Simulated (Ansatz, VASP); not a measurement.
**One calculation of Fe, two programs**

```
CELL_PARAMETERS angstrom
-1.41631 1.41631 1.41631
1.41631 -1.41631 1.41631
1.41631 1.41631 -1.41631
ATOMIC_POSITIONS crystal
Fe 0.00000 0.00000 0.00000
```

Alike in both runs: task single point; functional PBE; k mesh 5 × 5 × 5; occupations fermi-dirac, width 0.05 eV; collinear spin.

|  | VASP | Ansatz |
| --- | --- | --- |
| version | VASP 6.6.1 | Ansatz 0.2.0 |
| potentials or method | VASP PAW PBE potentials, release 64 (Fe) | plane waves (420 eV) with PAW, scalar-relativistic |
| plane-wave cutoff (eV) | 520 | 420 |
| valence electrons in the cell | 8 | 16 |

|  | VASP | Ansatz | Ansatz less VASP |
| --- | --- | --- | --- |
| pressure (GPa) | -3.1 | -2.9 | +0.13 |
| net moment per atom (μB) | 2.01 | 1.99 | -0.016 |
| size of the moment on the site where the two differ most (μB) | 2.01 | 2.04 | +0.033 |

Site moments also hang on the region over which each program counts them. The functional is the same, so the differences come from potentials, cutoffs and numerics. The two sets of potentials don't hold the same shells in valence.

Caveats: the k mesh is coarse (spacing up to 0.63 Å⁻¹), so the values aren't converged.
